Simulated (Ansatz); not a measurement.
## ³³S NMR of the central transition in GeS

Cell: a Materials Project structure (computed, not necessarily an observed phase), atoms as given.

```cif
data_GeS
_symmetry_space_group_name_H-M 'Pnma'
_symmetry_Int_Tables_number 62
_cell_length_a 10.7808
_cell_length_b 3.6031
_cell_length_c 4.5231
_cell_angle_alpha 90.000
_cell_angle_beta 90.000
_cell_angle_gamma 90.000
loop_
_atom_site_label
_atom_site_type_symbol
_atom_site_symmetry_multiplicity
_atom_site_Wyckoff_symbol
_atom_site_fract_x
_atom_site_fract_y
_atom_site_fract_z
Ge Ge 4 c 0.8722 0.2500 0.3669
S S 4 c 0.6548 0.2500 0.5148
```

One atom of each set is listed.

All values are calculated (Ansatz; DFT, r2SCAN, plane waves and PAW, scalar-relativistic, 500 eV cutoff, Γ-centred 3×9×7 k-points, Fermi–Dirac smearing 0.01 eV), not measured.

³³S has I = 3/2 and Q = -69.40 mb (Pyykkö 2018); at 16.4 T its Larmor frequency is ν₀ = 53.7 MHz. Only the quadrupole interaction is simulated: positions count from each site's isotropic chemical shift, and shift anisotropy, dipolar and J coupling are left out.

Task: Simulate the second-order pattern (static powder, Gaussian broadening 10 kHz) of site S (3 Ge at 2.42–2.44 Å).

Result: The calculation gives C_Q = 11.5 MHz and η = 0.09, so ν_Q = 5.73 MHz and the centre of gravity lies at -1145 ppm (-61.4 kHz).

```csv
offset (kHz),height
-245.4,0
-235.4,0
-225.4,18
-215.4,56
-205.4,67
-195.4,82
-185.4,100
-175.4,78
-165.4,62
-155.4,55
-145.4,50
-135.4,47
-125.4,44
-115.4,42
-105.4,41
-95.4,39
-85.4,38
-75.4,38
-65.4,37
-55.4,37
-45.4,36
-35.4,36
-25.4,36
-15.4,36
-5.4,35
4.6,29
14.6,29
24.6,30
34.6,31
44.5,33
54.5,35
64.5,38
74.5,42
84.5,48
94.5,60
104.5,89
114.5,77
124.5,21
134.5,0
144.5,0
```

At S V_zz stands upright on the plane through its three neighbours (within 9°).
